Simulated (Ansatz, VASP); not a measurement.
One calculation of Ca, two programs

```
CELL_PARAMETERS angstrom
3.56744 0.00000 0.00000
0.00000 3.56744 0.00000
0.00000 0.00000 3.56744
ATOMIC_POSITIONS crystal
Ca 0.00000 0.00000 0.00000
```

Alike in both runs: task single point; functional r2SCAN; k mesh 6 × 6 × 6; occupations gaussian, width 0.1 eV; no spin polarisation.

|  | VASP | Ansatz |
| --- | --- | --- |
| version | VASP 6.6.1 | Ansatz 0.2.0 |
| potentials or method | VASP PAW PBE potentials, release 64 (Ca_sv) | scalar-relativistic, plane waves, PAW |
| plane-wave cutoff (eV) | 520 | 500 |
| valence electrons in the cell | 10 | 10 |

```csv
,VASP,Ansatz,Ansatz less VASP
gap on the k mesh at the Fermi level (eV),none,none,-
pressure (GPa),-0.3,-0.4,-0.02
```

A gap of «none» marks a metal or a gap that the smearing closes.

Caveats: the PAW data sets were made with another functional, which shifts forces and pressure a little (VASP).
